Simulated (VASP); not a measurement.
InP: single point with PBE

InP:

```
In P
1.0
     0.00000    2.85500    2.85500
     2.85500    0.00000    2.85500
     2.85500    2.85500    0.00000
In P
1 1
Direct
  0.00000 0.00000 0.00000
  0.50000 0.50000 0.50000
```

Measurements of this composition are mostly on another form, of space group No. 216.

```
Program             : VASP 6.6.1
Task                : single point
Functional          : PBE
Potentials or basis : VASP PAW PBE potentials, release 64 (In_d, P)
Cutoff              : 520 eV
k mesh              : 6 × 6 × 6
Occupations         : gaussian, width 0.1 eV
Spin                : no spin polarisation
```

| Item | Value |
| --- | --- |
| Pressure | -5.0 GPa |
| Band gap on the k mesh | none (metal or under the smearing width) |

Levels at points of the mesh, in eV from the Fermi level:
```
           k point  band 5  band 6  band 7  band 8  band 9  band 10  band 11  band 12  band 13  band 14
(0.00, 0.00, 0.00)  -14.05  -11.36   -0.22   -0.22   -0.22    -0.16     7.10     7.10     7.10     7.95
(0.50, 0.00, 0.00)  -13.99   -9.59   -6.14    0.12    0.12     2.44     3.45     3.45     4.52    10.62
(0.50, 0.50, 0.00)  -13.97   -8.74   -4.38   -2.56   -2.04    -2.04     4.04     9.12     9.12     9.39
```

Run time: 8.3 s on 1 thread of Intel(R) Xeon(R) Platinum 8559C (Emerald Rapids) (shared host), peak memory 0.16 GiB.
